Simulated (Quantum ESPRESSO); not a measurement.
# AgCl under changes of volume

One of the cells (20.247 Å³/atom); the others are scaled copies at fixed shape and fractional positions:

```
Ag Cl
1.0
     3.43397    0.00000    0.00000
     0.00000    3.43397    0.00000
     0.00000    0.00000    3.43397
Ag Cl
1 1
Direct
  0.00000 0.00000 0.00000
  0.50000 0.50000 0.50000
```

Measurements of this composition are mostly on another form, of space group No. 225.

| Property | Result |
| --- | --- |
| Program | Quantum ESPRESSO 7.5 |
| Functional | PBE |
| Potentials or basis | SSSP 1.3 efficiency PBE |
| Cutoff | 816 eV |
| Density cutoff | 5987 eV |
| k mesh | 8 × 8 × 8 |
| Occupations | fermi-dirac, width 0.05 eV |
| Spin | no spin polarisation |

```tsv
volume (Å³/atom)	energy over the lowest point (meV/atom)	pressure (GPa)	gap on the mesh (eV)
19.032	10.57	3.2	0.64
19.437	4.14	1.9	0.63
19.842	0.74	0.8	0.62
20.247	0.00	-0.2	0.62
20.652	?	?	?
21.057	5.28	-1.8	0.61
21.462	10.76	-2.5	0.61
```

Task: What does the run at 20.652 Å³/atom give?

Result: Energy over the lowest point 1.61 meV/atom; pressure -1.1 GPa; gap on the mesh 0.61 eV.

Worked out: A Birch-Murnaghan fit of order 3 (a polynomial in V^(-2/3)) to the other rows has its minimum at 20.16 Å³/atom with B0 = V·E''(V) = 47 GPa and B' = 5.4. It gives 1.61 meV/atom at 20.652 Å³/atom, against the run's 1.61, and -dE/dV = -1.1 GPa, against -1.1. A straight line through the other rows of the gap, of slope -0.24 eV per unit of ln V, gives 0.62 eV, against the run's 0.61.

Energies are extrapolated to zero smearing.

A mesh can miss the band edges. Spin-orbit coupling on Ag is left out.
